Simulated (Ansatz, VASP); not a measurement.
One calculation of MgI2, two programs

```
Mg I
1.0
     3.90878    0.00000    0.00000
    -1.95439    3.38510    0.00000
     0.00000    0.00000    7.74887
Mg I
1 2
Direct
  0.00000 0.00000 0.00000
  0.33333 0.66667 0.75763
  0.66667 0.33333 0.24237
```

Alike in both runs: task single point; functional PBE; k mesh 6 × 6 × 4; occupations gaussian, width 0.05 eV; no spin polarisation.

|  | VASP | Ansatz |
| --- | --- | --- |
| version | VASP 6.6.1 | Ansatz 0.2.0 |
| potentials or method | VASP PAW PBE potentials, release 64 (Mg, I) | scalar-relativistic, plane waves, PAW |
| plane-wave cutoff (eV) | 520 | 420 |
| valence electrons in the cell | 16 | 44 |

```csv
,VASP,Ansatz,Ansatz less VASP
gap on the k mesh at the Fermi level (eV),2.87,2.89,+0.016
least direct gap on the mesh (eV),3.11,3.12,+0.011
pressure (GPa),1.6,1.7,+0.06
largest component of the traceless stress (GPa),4.53,4.53,+0.005
rms of the force components (eV/Å),0.260,0.256,-0.0046
```

Atom by atom the forces differ by 0.005 eV/Å (rms over components). The two sets of potentials don't hold the same shells in valence.

Caveats: spin-orbit coupling is left out, which moves the levels of the heavy elements; this functional lacks dispersion, which binds the layers, so the pressure and a relaxed spacing across them are unreliable. A k mesh can miss the band edges. Expect the measured gap to be larger: semilocal functionals such as PBE lack the derivative discontinuity.
